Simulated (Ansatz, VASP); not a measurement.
**HfB3 in VASP and in Ansatz**

```
CELL_PARAMETERS angstrom
3.39187 0.00000 0.00000
0.00000 3.39187 0.00000
0.00000 0.00000 3.39187
ATOMIC_POSITIONS crystal
Hf 0.00000 0.00000 0.00000
B 0.00000 0.50000 0.50000
B 0.50000 0.00000 0.50000
B 0.50000 0.50000 0.00000
```

Change from the starting cell: species swapped into the TiPd3 type (Pm-3m, No. 221).

Alike in both runs: functional PBE; k mesh 14 × 14 × 14; occupations gaussian, width 0.1 eV; no spin polarisation.

Ansatz relaxed the structure, and its values are those at the end. VASP's run is a single point on that final structure, the one shown.

```csv
,VASP,Ansatz
version,VASP 6.6.1,Ansatz 0.2.0
potentials or method,"VASP PAW PBE potentials, release 64 (Hf_pv, B)","scalar-relativistic, plane waves, PAW"
plane-wave cutoff (eV),520,420
valence electrons in the cell,19,35
```

Ansatz gave:

```
gap on the k mesh at the Fermi level (eV) : none
pressure (GPa)                            : 0.0
```

Which values does VASP return?

gap on the k mesh at the Fermi level (eV): none; pressure (GPa): 0.9.

A gap of «none» marks a metal or a gap that the smearing closes. The two sets of potentials don't hold the same shells in valence.

Spin-orbit coupling is left out, which matters for the levels of Hf.
